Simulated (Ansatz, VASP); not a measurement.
# Two plane-wave programs on SnSe

```
CELL_PARAMETERS angstrom
4.34172 0.00000 0.00000
0.00000 4.34172 0.00000
0.00000 0.00000 11.13532
ATOMIC_POSITIONS crystal
Sn 0.00000 0.50000 0.62777
Sn 0.50000 0.00000 0.37223
Se 0.00000 0.50000 0.38396
Se 0.50000 0.00000 0.61604
```

Alike in both runs: task single point; functional LDA; k mesh 6 × 6 × 3; occupations fermi-dirac, width 0.05 eV; no spin polarisation.

|  | VASP | Ansatz |
| --- | --- | --- |
| version | VASP 6.6.1 | Ansatz 0.2.0 |
| potentials or method | VASP PAW LDA potentials, release 64 (Sn_d, Se) | Ansatz PAW |
| plane-wave cutoff (eV) | 520 | 420 |
| valence electrons in the cell | 40 | 60 |

Ansatz gave:

| Item | Value |
| --- | --- |
| gap on the k mesh at the Fermi level (eV) | 1.50 |
| least direct gap on the mesh (eV) | 1.50 |
| rms of the force components (eV/Å) | 0.220 |

Problem. Which values does VASP return?

Solution. gap on the k mesh at the Fermi level (eV): 1.49; least direct gap on the mesh (eV): 1.49; rms of the force components (eV/Å): 0.210.

Atom by atom the forces differ by 0.011 eV/Å (rms over components). The two sets of potentials don't hold the same shells in valence.

Caveats: spin-orbit coupling is left out, which moves the levels of the heavy elements; odd divisions of the mesh miss points on the zone boundary, where band edges often lie, so the gap on the mesh can be too wide (Ansatz); the PAW data sets come from PBE, with cores solved anew for the run's functional, which leaves a small shift of forces and pressure (Ansatz).
